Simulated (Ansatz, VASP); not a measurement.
**Two plane-wave programs on Al**

```
Al
1.0
     0.00000    2.00770    2.00770
     2.00770    0.00000    2.00770
     2.00770    2.00770    0.00000
Al
1
Cartesian
  0.0000 0.0000 0.0000
```

Alike in both runs: functional PBEsol; k mesh 40 × 40 × 40; occupations methfessel-paxton of order 1, width 0.1 eV; no spin polarisation.

Ansatz relaxed the structure, and its values are those at the end. VASP's run is a single point on that final structure, the one shown.

|  | VASP | Ansatz |
| --- | --- | --- |
| version | VASP 6.6.1 | Ansatz 0.2.0 |
| potentials or method | VASP PAW PBE potentials, release 64 (Al) | scalar-relativistic, plane waves, PAW |
| plane-wave cutoff (eV) | 520 | 420 |
| valence electrons in the cell | 3 | 3 |

```tsv
	VASP	Ansatz	Ansatz less VASP
gap on the k mesh at the Fermi level (eV)	none	none	-
pressure (GPa)	0.0	0.0	-0.06
```

A gap of «none» marks a metal or a gap that the smearing closes.

Caveats: the PAW data sets were made with another functional, which shifts forces and pressure a little (VASP).
